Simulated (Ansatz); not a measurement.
The system is Si.

```
CELL_PARAMETERS angstrom
3.83132 0.00000 0.00000
-1.91566 3.31802 0.00000
0.00000 0.00000 6.33262
ATOMIC_POSITIONS crystal
Si 0.66667 0.33333 0.93699
Si 0.33333 0.66667 0.43699
Si 0.66667 0.33333 0.56301
Si 0.33333 0.66667 0.06301
```

This isn't the form of Si at room conditions, which is diamond.

Base run:

```yaml
Program: Ansatz 0.2.0
Functional: LDA
Potentials_or_basis: all-electron LAPW, scalar-relativistic
Cutoff: 197 eV
Density_cutoff: 789 eV
Basis_error_allowed: 0.002 eV/atom
k_mesh: 8 × 8 × 4
Occupations: fermi-dirac, width 0.05 eV
Spin: no spin polarisation
```

Its results: band gap on the k mesh 0.32 eV, indirect (least direct gap 0.92 eV); pressure -2.1 GPa; largest force 0.015 eV/Å.

**Question.** The run is repeated on the same cell with these changes: functional from LDA to PBEsol. What comes out?

**Answer.** Band gap on the k mesh 0.31 eV, indirect (least direct gap 0.95 eV); pressure -0.5 GPa; largest force 0.010 eV/Å.

PBEsol binds less tightly than LDA, so the same cell stands under more pressure.

Not every run made on this cell is shown here.
